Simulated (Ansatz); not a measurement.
PtSe2 (Sudovikovite):

```
CELL_PARAMETERS angstrom
3.72400 0.00000 0.00000
-1.86200 3.22508 0.00000
0.00000 0.00000 5.06200
ATOMIC_POSITIONS crystal
Pt 0.00000 0.00000 0.00000
Se 0.66667 0.33333 0.75000
Se 0.33333 0.66667 0.25000
```

Program: Ansatz 0.2.0. Alike in all runs: potentials or basis all-electron LAPW, scalar-relativistic; cell as given; k mesh 8 × 8 × 5.

Order these runs on this cell by their pressure, lowest first.
A. level LDA; spin off; cutoff (eV) 293; smearing fermi-dirac 0.05 eV; basis error allowed 0.002 eV/atom
B. level PBE; spin off; cutoff (eV) 317; smearing fermi-dirac 0.05 eV; basis error allowed 0.001 eV/atom
C. level rPW86-PBE+D3(BJ)+ATM; spin collinear, random start; cutoff (eV) 317; smearing cold 0.1 eV; other functionals evaluated on the density PBE, BLYP, LDA; basis error allowed 0.001 eV/atom
D. level PBEsol+U; spin off; U Pt d U = 8 eV; cutoff (eV) 292; smearing fermi-dirac 0.05 eV; basis error allowed 0.002 eV/atom

A (-0.4 GPa), D (2.9 GPa), B (7.3 GPa), C (10.8 GPa).

Caveats: U is the effective U less J, on atomic orbitals that reach past the spheres (some runs); U without spin polarisation on a metal has little footing (some runs); pairwise dispersion overbinds metals, which lowers pressure and volume (some runs).

Not every run made on this cell is shown here.
